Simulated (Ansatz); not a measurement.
## Cu under pressure: fit and missing row

Cu, I4/mmm, a = 2.895 Å, c = 2.739 Å. This isn't the element's structure at ambient conditions. Ansatz: r2SCAN, PAW, 500 eV, Γ-centred 20×20×20 mesh on 1 atom, Gaussian smearing 0.10 eV; no spin polarisation. Cell and atoms are relaxed at each pressure, and no other structure is tried, so the rows at high pressure may lie past a change of phase.

| V (Å³/atom) | P (GPa) |
| --- | --- |
| ? | 60.00 |
| 10.043 | 30.01 |
| 10.631 | 14.97 |
| 10.983 | 7.97 |
| 11.276 | 3.03 |
| 11.479 | 0.02 |
| 11.709 | -3.00 |

**Question.** Take V0 = 11.479 Å³/atom, count pressures from its P0 = 0.02 GPa, fit the third-order Birch–Murnaghan form to the other rows, and predict the missing volume.

**Answer.** With the Eulerian strain f = ½[(V0/V)^(2/3) − 1] and y = (P − P0)/[3f(1 + 2f)^(5/2)], the form is the line y = B0 + 1.5 B0 (B0′ − 4) f. Rows (f, y): 0.04659, 171.7; 0.02625, 167.0; 0.01494, 164.8; 0.00598, 162.9; -0.00657, 158.4. Means f = 0.01744, y = 164.96; Σ(Δf)² = 0.001641, ΣΔfΔy = 0.3960; the slope is their ratio. y = 160.8 + 241.2 f GPa, so B0 = 160.8 GPa and B0′ = 4 + 2 × (241.2)/(3 × 160.8) = 5.00. P = 60.00 GPa is met at f = 0.07763 (y = 179.52), so V = V0 (1 + 2f)^(−3/2) = 9.244 Å³/atom. The run gave 9.240 Å³/atom, so the fit is 0.004 Å³/atom too high, a small miss on the scale of the series. The form still works here, 91 % of the fitted range beyond its end.

The mesh isn't the same in all rows (20×20×20, 22×22×22).